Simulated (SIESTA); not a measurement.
This SIESTA 5.4.2 run on Sb needs a look.

File Sb.fdf:

```
SystemName                      Sb
SystemLabel                     Sb
NumberOfSpecies                 1
NumberOfAtoms                   4
%block ChemicalSpeciesLabel
  1  51 Sb
%endblock ChemicalSpeciesLabel

LatticeConstant                 3.1600000000 Ang
%block LatticeParameters
  1.0000000000 1.0000000000 7.7468354430 90.0000000000 90.0000000000 90.0000000000
%endblock LatticeParameters
AtomicCoordinatesFormat         Fractional
%block AtomicCoordinatesAndAtomicSpecies
     0.0000000000     0.0000000000     0.3063725490  1  Sb
     0.0000000000     0.0000000000     0.4354575163  1  Sb
     0.0000000000     0.0000000000     0.5645424837  1  Sb
     0.0000000000     0.0000000000     0.6936274510  1  Sb
%endblock AtomicCoordinatesAndAtomicSpecies

%block kgrid.MonkhorstPack
    8   0   0  0.0
    0   8   0  0.0
    0   0   1  0.0
%endblock kgrid.MonkhorstPack
XC.Functional                   GGA
XC.Authors                      PBE
PAO.BasisSize                   DZP
PAO.EnergyShift                 0.003 Ry
Mesh.Cutoff                     500 Ry
OccupationFunction              FD
ElectronicTemperature           0.05 eV
Slab.DipoleCorrection           vacuum
MaxSCFIterations                50
SCF.MustConverge                false
SCF.Mixer.Method                Pulay
SCF.Mixer.Weight                0.25
SCF.Mixer.History               8
SCF.DM.Tolerance                5.0e-05
SCF.H.Tolerance                 1.0e-03 eV
WriteForces                     true
Charge.Mulliken                 end
%block PAO.Basis
  Sb 4
  n=5 0 2
    5.984 0.000
  n=5 1 2
    7.890 0.000
  n=4 2 2
    3.483 0.000
  n=5 2 1
    7.890
%endblock PAO.Basis
NetCharge                       -3.0
```

Potentials or basis: PseudoDojo 0.4 standard (PBE files), DZP (energy shift 0.003 Ry; two zetas on semicore shells).

Launch:

```console
$ siesta < Sb.fdf > Sb.out 2>&1
```

Sb.out:

```text
Version         : 5.4.2

                           ***********************
                           *  WELCOME TO SIESTA  *
                           ***********************

 NOTE: Siesta V5 introduces some new defaults for basis-set generation
 NOTE: which might lead to slightly different numerical results.
 NOTE: Please see the manual for full details and compatibility measures.

reinit: Reading from standard input
reinit: Dumping input in INPUT_TMP.32697
************************** Dump of input data file ****************************
SystemName                      Sb
SystemLabel                     Sb
NumberOfSpecies                 1
NumberOfAtoms                   4
%block ChemicalSpeciesLabel
  1  51 Sb
%endblock ChemicalSpeciesLabel
LatticeConstant                 3.1600000000 Ang
%block LatticeParameters
  1.0000000000 1.0000000000 7.7468354430 90.0000000000 90.0000000000 90.0000000000
%endblock LatticeParameters
AtomicCoordinatesFormat         Fractional
%block AtomicCoordinatesAndAtomicSpecies
     0.0000000000     0.0000000000     0.3063725490  1  Sb
     0.0000000000     0.0000000000     0.4354575163  1  Sb
     0.0000000000     0.0000000000     0.5645424837  1  Sb
[... 625 lines left out ...]

    Orbital volume contribution        =           4.548300 eV
    (Free)E + p_basis*V_orbitals       =       -9888.545228 eV
    (Free)Eharris+ p_basis*V_orbitals  =       -9888.545229 eV

mulliken: Atomic and Orbital Populations:

Species: Sb
Atom  Qatom  Qorb
               5s      5s      5py     5pz     5px     5py     5pz     5px
               4dxy    4dyz    4dz2    4dxz    4dx2-y2 4dxy    4dyz    4dz2
               4dxz    4dx2-y2 5dxy    5dyz    5dz2    5dxz    5dx2-y2
   1 16.141   1.679   0.073   1.027   2.569   1.027   0.028  -0.979   0.028
              1.961   1.966   1.967   1.966   1.963   0.046   0.040   0.035

              0.040   0.044   0.048   0.004   0.394   0.004   0.208
   2 15.359   1.760   0.059   0.820   0.798   0.820   0.156   0.155   0.156
              1.960   1.961   1.961   1.961   1.961   0.047   0.047   0.044
[... 5 lines left out ...]
              0.047   0.045   0.059   0.064   0.199   0.064   0.215
   4 16.141   1.679   0.073   1.027   2.569   1.027   0.028  -0.979   0.028
              1.961   1.966   1.967   1.966   1.963   0.046   0.040   0.035

              0.040   0.044   0.048   0.004   0.394   0.004   0.208

mulliken: Qtot =       63.000

Mulliken Atomic Populations:
Atom #   charge [q] valence [e]  Species
     1    -1.140990   16.140990  Sb
     2    -0.359014   15.359014  Sb
     3    -0.359011   15.359011  Sb
     4    -1.140986   16.140986  Sb
 Total    -3.000000

siesta: Electric dipole (a.u.)  =    0.000000    0.000000    0.000000
siesta: Electric dipole (Debye) =    0.000000    0.000000    0.000000

Job completed
```

Among its messages:

```text
madelung: WARNING: Charged system, but not an atom or molecule.
madelung: WARNING: Continue only if you really know what you are doing.
madelung: WARNING: Energy correction terms can not be applied.
```

Question: How did it end, and where is the flaw?

Answer: The run converged. The input holds a flaw that was put in on purpose: net charge far too large (NetCharge = -3.0). The program doesn't stop on it, so the numbers can't be trusted though the run ends normally.
